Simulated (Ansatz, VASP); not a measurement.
HfB2: VASP beside Ansatz

The input INCAR:

```
PREC = Accurate ; ENCUT = 520
EDIFF = 1E-8 ; ISMEAR = -1
SIGMA = 0.05 ; LREAL = F
LASPH = T ; NELM = 60
ALGO = Normal ; ISIF = 2
LWAVE = F ; LCHARG = F
GGA = PS ; LEFG = T
NBANDS = 15
```

File KPOINTS:

```
Automatic mesh
0
Gamma
  13 13 11
```

File POSCAR:

```
HfB2
1.0
    3.1400001005      0.0000000000      0.0000000000
   -1.5700000503      2.7193198549      0.0000000000
    0.0000000000      0.0000000000      3.5496000000
Hf B
1 2
Direct
    0.0000000000      0.0000000000      0.0000000000
    0.3333333333      0.6666666667      0.5000000000
    0.6666666667      0.3333333333      0.5000000000
```

Input for Ansatz:

```yaml
crystal:
  lattice:
    - [3.1400001005, 0.0, 0.0]
    - [-1.5700000503, 2.7193198549, 0.0]
    - [0.0, 0.0, 3.5496]
  atoms:
    - { symbol: Hf, position: [0.0, 0.0, 0.0] }
    - { symbol: B, position: [0.3333333333, 0.6666666667, 0.5] }
    - { symbol: B, position: [0.6666666667, 0.3333333333, 0.5] }
kpoints:
  mp_grid: { grid: [13, 13, 11] }
scf:
  occupations: { method: fermi_dirac, width: 0.05 }
hamiltonian:
  xc: pbesol
  pseudopotentials: { kind: paw }
output:
  forces: true
  stress: true
  eigenvalues: true
  efg: { contact_densities: true }
```

Change from the starting cell: zz strain of +2 %, PAW files.

Alike in both runs: task electric field gradients; functional PBEsol; k mesh 13 × 13 × 11; occupations fermi-dirac, width 0.05 eV; no spin polarisation.

|  | VASP | Ansatz |
| --- | --- | --- |
| version | VASP 6.6.1 | Ansatz 0.2.0 |
| potentials or method | VASP PAW PBE potentials, release 64 (Hf_pv, B) | PAW with Ansatz's default frozen-core files, scalar-relativistic |
| plane-wave cutoff (eV) | 520 | 420 |
| valence electrons in the cell | 16 | 32 |

VASP gave:

| Quantity | Value |
| --- | --- |
| pressure (GPa) | -8.8 |
| largest component of the traceless stress (GPa) | 4.91 |
| Vzz of the field gradient on the site that differs most (V/Å²) | 84.4 |

Question: What did Ansatz give for the same quantities?

Answer: Pressure (GPa): -8.6; largest component of the traceless stress (GPa): 5.04; Vzz of the field gradient on the site that differs most (V/Å²): 114.3.

The two sets of potentials don't hold the same shells in valence. Ansatz warned: «gradients_without_spin_orbit».

Caveats: the PAW data sets were made with another functional, which shifts forces and pressure a little (VASP). Spin-orbit coupling is left out, which matters for the levels of Hf.
